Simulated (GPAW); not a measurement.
Li2S in GPAW: convergence with k mesh

Input of the first run (k mesh 2 × 2 × 2); the others differ in this setting and in those tied to it:

run.py

```python
from ase.dft.bandgap import bandgap
from ase.io import read, write
from ase.units import GPa
from gpaw import GPAW, PW

atoms = read('Li2S.xyz')

calc = GPAW(mode=PW(800),
            xc='LDA',
            kpts={'size': (2, 2, 2), 'gamma': True},
            occupations={'name': 'fermi-dirac', 'width': 0.05},
            nbands=12,
            convergence={'density': 1e-05, 'energy': 1e-05},
            maxiter=100,
            txt='gpaw.txt')
atoms.calc = calc
energy = atoms.get_potential_energy()
forces = atoms.get_forces()
stress = atoms.get_stress()
calc.write('gs.gpw')
write('result.traj', atoms)
print(f'Energy: {energy:.6f} eV')
print('Forces (eV/A):')
print(forces.round(4))
print('Stress (GPa):', (stress / GPa).round(3))
print('Fermi level:', round(calc.get_fermi_level(), 4), 'eV')
print(f'Gap: {bandgap(calc)[0]:.4f} eV, direct: {bandgap(calc, direct=True)[0]:.4f} eV')
```

File Li2S.xyz:

```xyz
3
Lattice="0.0000000000 2.8445000000 2.8445000000 2.8445000000 0.0000000000 2.8445000000 2.8445000000 2.8445000000 0.0000000000" Properties=species:S:1:pos:R:3 pbc="T T T"
S      0.0000000000      0.0000000000      0.0000000000
Li     4.2667500000      4.2667500000      4.2667500000
Li     1.4222500000      1.4222500000      1.4222500000
```

Potentials or basis: the program's PAW data sets (release 1.2.1) made for this functional, pw.

Command:

```console
$ OMP_NUM_THREADS=1 python run.py
```

Hardware: 1 thread of Arm Neoverse V1, on a shared host.

Q: The values tried are 2 × 2 × 2, 3 × 3 × 3, 4 × 4 × 4, 5 × 5 × 5, 6 × 6 × 6, 7 × 7 × 7, 9 × 9 × 9, 11 × 11 × 11, loosest first. From which on does the energy stay within 1 meV/atom of the tightest run that finished?

A: From 5 × 5 × 5 on.

```tsv
k mesh	energy less the tightest run, at zero smearing (meV/atom)	pressure (GPa)	gap on the mesh (eV)	SCF cycles	CPU time (s)	peak memory (GiB)
2 × 2 × 2	202.52	0.96	2.963	9	3.4	0.15
3 × 3 × 3	20.95	-1.61	3.884	9	3.9	0.15
4 × 4 × 4	3.10	-1.88	3.156	9	5.7	0.15
5 × 5 × 5	0.50	-1.93	3.447	9	6.6	0.15
6 × 6 × 6	0.09	-1.93	3.161	9	9.3	0.16
7 × 7 × 7	0.02	-1.94	3.310	9	11	0.16
9 × 9 × 9	0.00	-1.94	3.252	9	18	0.17
11 × 11 × 11	0.00	-1.94	3.222	9	27	0.19
```

Against the tightest run, the pressure stays within 0.1 GPa from 4 × 4 × 4 on. Not settled before the last step: the gap on the mesh (to 0.01 eV). Meshes of other sizes hit other points, so gaps and Fermi surfaces needn't settle smoothly. The tightest run that finished is the yardstick and may itself not be fully converged.

Caveat, for the tightest run too: an odd mesh through Γ misses points on the zone boundary, where band edges often lie.
